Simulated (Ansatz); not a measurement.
# RbCl: what the electron mass says about interband coupling

All numbers below come from Ansatz, DFT PBE, scalar-relativistic, plane waves, PAW.

Cutoff 420 eV; k points 6×6×6 on the computed 2-atom cell (Γ-centred); Gaussian smearing, width 0.02 eV; no spin polarisation.

Relaxed cell: Fm-3m, a = 6.698 Å, b = 6.698 Å, c = 6.698 Å, α = 90.00°, β = 90.00°, γ = 90.00°, 2 atoms in the primitive cell.

The direct gap at Γ is 4.835 eV, and at Γ the conduction band has a mass of 0.4366 mₑ and the lightest hole 0.7407 mₑ, both along x.

Q: Use two-band k·p theory to get the Kane energy. As an exercise, what mass follows if the true gap is 1.5 times the computed one (semilocal functionals can miss by more, threefold or worse in zinc and cadmium oxides)?

A: Coupling to the valence top alone gives mₑ/m* = 1 + E_P/E_g, so E_P = E_g (mₑ/m* − 1) = 4.835 × (2.29 − 1) = 6.2 eV. The light hole is the mirror band, mₑ/mₗₕ = E_P/E_g − 1, and gives 11.4 eV; the spread shows what other bands add. Fits to experiment give about 15 to 31 eV for common tetrahedral semiconductors; the figure from the electron is a net one, lowered by higher conduction bands, and semilocal functionals tend to give less. With E_P fixed and E_g = 7.25 eV the mass becomes 0.538 mₑ: in this model the mass grows with the gap, in proportion where E_P ≫ E_g, which is why functionals that close gaps give light electrons. A correction that opens the gap also strengthens the coupling, so the true mass usually rises less. Remote bands and spin-orbit splitting are left out of the model.

Cost: 3 runs of about 0.29 core-minutes in all, on Arm Neoverse V1 (shared hosts).